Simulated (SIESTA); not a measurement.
# MgTe under changes of volume

One of the cells (33.761 Å³/atom); the others are scaled copies at fixed shape and fractional positions:

```xyz
2
Lattice="0.0000 3.2320 3.2320 3.2320 0.0000 3.2320 3.2320 3.2320 0.0000" Properties=species:S:1:pos:R:3 pbc="T T T"
Te    1.6160    1.6160    1.6160
Mg    0.0000    0.0000    0.0000
```

The cell comes from a database or a generator and needn't be the stable form of this composition.

* Program: SIESTA 5.4.2
* Functional: LDA
* Potentials or basis: PseudoDojo 0.4 standard (LDA files)
* Basis: DZP (energy shift 0.003 Ry; two zetas on semicore shells)
* Grid cutoff: 800 Ry
* Energy shift: 0.003 Ry
* k mesh: 7 × 7 × 7
* Occupations: fermi-dirac, width 0.05 eV
* Spin: no spin polarisation

```tsv
volume (Å³/atom)	energy over the lowest point (meV/atom)	pressure (GPa)	gap on the mesh (eV)
31.735	?	?	?
32.410	0.00	0.4	2.41
33.086	0.00	-0.4	2.31
33.761	3.14	-1.1	2.22
34.436	9.09	-1.7	2.13
35.111	17.53	-2.3	2.05
35.787	28.18	-2.8	1.96
```

Q: What does the run at 31.735 Å³/atom give?

A: Energy over the lowest point 3.56 meV/atom; pressure 1.3 GPa; gap on the mesh 2.51 eV.

Worked out: A Birch-Murnaghan fit of order 3 (a polynomial in V^(-2/3)) to the other rows has its minimum at 32.75 Å³/atom with B0 = V·E''(V) = 39 GPa and B' = 4.8. It gives 3.56 meV/atom at 31.735 Å³/atom, against the run's 3.56, and -dE/dV = 1.3 GPa, against 1.3. A straight line through the other rows of the gap, of slope -4.5 eV per unit of ln V (its deformation potential), extrapolates to 2.50 eV, against the run's 2.51.

Energies are extrapolated to zero smearing.

Caveats: spin-orbit coupling is left out, which moves the levels of the heavy elements; an odd mesh through Γ misses points on the zone boundary, where band edges often lie; the basis of atomic orbitals isn't converged, which shifts pressures, moduli and gaps.
